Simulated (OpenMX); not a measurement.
## CaF2 (Fluorite) under changes of volume

One of the cells (13.851 Å³/atom); the others are scaled copies at fixed shape and fractional positions:

```xyz
3
Lattice="0.0000 2.7491 2.7491 2.7491 0.0000 2.7491 2.7491 2.7491 0.0000" Properties=species:S:1:pos:R:3 pbc="T T T"
Ca    0.0000    0.0000    0.0000
F     4.1236    4.1236    4.1236
F     1.3745    1.3745    1.3745
```

| Property | Result |
| --- | --- |
| Program | OpenMX 3.8.5 |
| Functional | PBE |
| Potentials or basis | OpenMX 2013 PBE set, Ca9.0-s3p2d1, F6.0-s2p2d1, fixed grid of 36 × 36 × 36 points |
| k mesh | 9 × 9 × 9 |
| Occupations | fermi-dirac, width 0.05 eV |
| Spin | no spin polarisation |

```csv
volume (Å³/atom),energy over the lowest point (meV/atom),gap on the mesh (eV)
12.764,40.65,7.64
13.036,25.43,7.50
13.308,14.19,7.37
13.851,?,?
14.122,0.00,7.01
14.394,0.78,6.90
```

Question: What does the run at 13.851 Å³/atom give?

Answer: Energy over the lowest point 1.81 meV/atom; gap on the mesh 7.13 eV.

Worked out: A Birch-Murnaghan fit of order 3 (a polynomial in V^(-2/3)) to the other rows has its minimum at 14.17 Å³/atom with B0 = V·E''(V) = 77 GPa and B' = 4.5. It gives 1.79 meV/atom at 13.851 Å³/atom, against the run's 1.81. A straight line through the other rows of the gap, of slope -6.14 eV per unit of ln V, gives 7.13 eV, against the run's 7.13.

Energies are extrapolated to zero smearing.

Caveats: an odd mesh through Γ misses points on the zone boundary, where band edges often lie; the basis of atomic orbitals isn't converged, which shifts pressures, moduli and gaps.
